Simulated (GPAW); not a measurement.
Input of a GPAW 26.7.0 run:

run.py

```python
from ase import Atoms
from ase.dft.bandgap import bandgap
from ase.io import write
from ase.units import GPa
from gpaw import GPAW, PW

atoms = Atoms(['As', 'As'],
              cell=[[1.8807968987, 1.0858785957, 3.5140619945],
                    [-1.8807968987, 1.0858785957, 3.5140619945],
                    [0.0, -2.1717571915, 3.5140619945]],
              scaled_positions=[[0.226, 0.226, 0.226],
                                [0.774, 0.774, 0.774]],
              pbc=True)

calc = GPAW(mode=PW(450),
            xc='LDA',
            kpts={'size': (7, 7, 7), 'gamma': True},
            occupations={'name': 'fermi-dirac', 'width': 0.05},
            nbands=13,
            maxiter=120,
            txt='gpaw.txt')
atoms.calc = calc
energy = atoms.get_potential_energy()
forces = atoms.get_forces()
stress = atoms.get_stress()
calc.write('gs.gpw')
write('result.traj', atoms)
print(f'Energy: {energy:.6f} eV')
print('Forces (eV/A):')
print(forces.round(4))
print('Stress (GPa):', (stress / GPa).round(3))
print('Fermi level:', round(calc.get_fermi_level(), 4), 'eV')
print(f'Gap: {bandgap(calc)[0]:.4f} eV, direct: {bandgap(calc, direct=True)[0]:.4f} eV')
```

Potentials or basis: the program's PAW data sets (release 1.2.1) made for this functional, pw.

The run is started by

```bash
$ OMP_NUM_THREADS=1 python run.py
```

Question: What does it give for the pressure?

Answer: -1.2 GPa.

Question: Estimate the largest force.

Answer: 0.278 eV/Å.

Stress tensor (GPa, compression positive):
```
-0.96  0.00  0.00
 0.00 -0.96  0.00
 0.00  0.00 -1.79
```

Caveat: the cutoff is short for stress and forces, so pressures can be off by a GPa or more.
